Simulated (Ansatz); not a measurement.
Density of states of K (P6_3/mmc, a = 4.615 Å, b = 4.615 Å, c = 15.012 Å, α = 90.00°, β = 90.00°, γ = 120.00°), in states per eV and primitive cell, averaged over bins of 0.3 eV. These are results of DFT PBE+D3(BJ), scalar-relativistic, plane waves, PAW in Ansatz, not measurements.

Settings: cutoff 420 eV, Γ-centred mesh 12×12×4 on the computed 4-atom cell, Gaussian smearing of 0.10 eV; no spin polarisation.

The cell is relaxed at this level. The states (both spins) are summed by tetrahedra on a 18×18×6 mesh at the self-consistent density. Energies are bin centres; the table starts no lower than −8 eV and ends at 6 eV, or lower where the solved bands end.

It is a metal at this level.

```tsv
E − E_F (eV)	total	K 4s	K 3p
-2.10	0.54	0.53	0.00
-1.80	1.04	1.02	0.01
-1.50	1.41	1.37	0.01
-1.20	1.73	1.69	0.02
-0.90	2.04	1.98	0.02
-0.60	2.35	2.26	0.02
-0.30	2.68	2.51	0.02
0.00	3.14	2.80	0.02
0.30	3.34	2.74	0.01
0.60	4.00	2.63	0.01
0.90	4.17	1.67	0.00
1.20	5.54	1.08	0.00
1.50	4.24	0.55	0.00
1.80	6.85	0.51	0.00
```

The columns after the total are the Löwdin projections on the occupied valence shells of the potentials. The rest of the total lies in shells that are empty in the free atom, which aren't projected, and between the atoms.

This form isn't the element's structure at ambient conditions.

Cost: 1 run of about 1.7 core-minutes, on Arm Neoverse V2 (shared hosts).